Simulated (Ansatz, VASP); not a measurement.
## One calculation of KI, two programs

The input INCAR:

```
SYSTEM = KI
PREC = Accurate ; ENCUT = 520
EDIFF = 1E-6 ; ISMEAR = 0
SIGMA = 0.01 ; LREAL = .False.
LASPH = .True. ; NELM = 60
ALGO = Normal ; ISIF = 2
LWAVE = .False. ; LCHARG = .False.
GGA = PE ; NBANDS = 15
```

File KPOINTS:

```
regular mesh
0
Gamma
  4 4 4
  0 0 0
```

POSCAR

```
KI
1.0
    0.0000000000      3.9658942500      3.9658942500
    3.9658942500      0.0000000000      3.9658942500
    3.9658942500      3.9658942500      0.0000000000
K I
1 1
Direct
    0.0000000000      0.0000000000      0.0000000000
    0.2500000000      0.2500000000      0.2500000000
```

Input for Ansatz:

```yaml
crystal:
  lattice:
    - [0.0, 3.96589425, 3.96589425]
    - [3.96589425, 0.0, 3.96589425]
    - [3.96589425, 3.96589425, 0.0]
  atoms:
    - { symbol: K, position: [0.0, 0.0, 0.0] }
    - { symbol: I, position: [0.25, 0.25, 0.25] }
kpoints:
  mp_grid: { grid: [4, 4, 4] }
hamiltonian:
  xc: pbe
scf:
  occupations: { method: fixed }
  n_extra_bands: 4
output:
  forces: true
  stress: true
  eigenvalues: true
  write_density: true
  write_potential: true
  elf: true
  volumetric_format: npy
```

The cell was built by a generator and needn't be a form met in nature.

Alike in both runs: task single point; functional PBE; k mesh 4 × 4 × 4; no spin polarisation.

|  | VASP | Ansatz |
| --- | --- | --- |
| version | VASP 6.6.1 | Ansatz 0.2.0 |
| potentials or method | VASP PAW PBE potentials, release 64 (K_sv, I) | plane waves, PAW |
| plane-wave cutoff (eV) | 520 | 420 |
| occupations | gaussian, width 0.01 eV | fixed |
| valence electrons in the cell | 16 | 26 |

```csv
,VASP,Ansatz,Ansatz less VASP
gap on the k mesh at the Fermi level (eV),3.93,3.93,+0.003
pressure (GPa),0.2,0.2,-0.02
```

The two sets of potentials don't hold the same shells in valence. Ansatz warned: «xc_potential_rough_in_thin_density».

Caveats: spin-orbit coupling is left out, which moves the levels of the heavy elements. A hybrid or GW would open this gap; PBE tends to underestimate it.
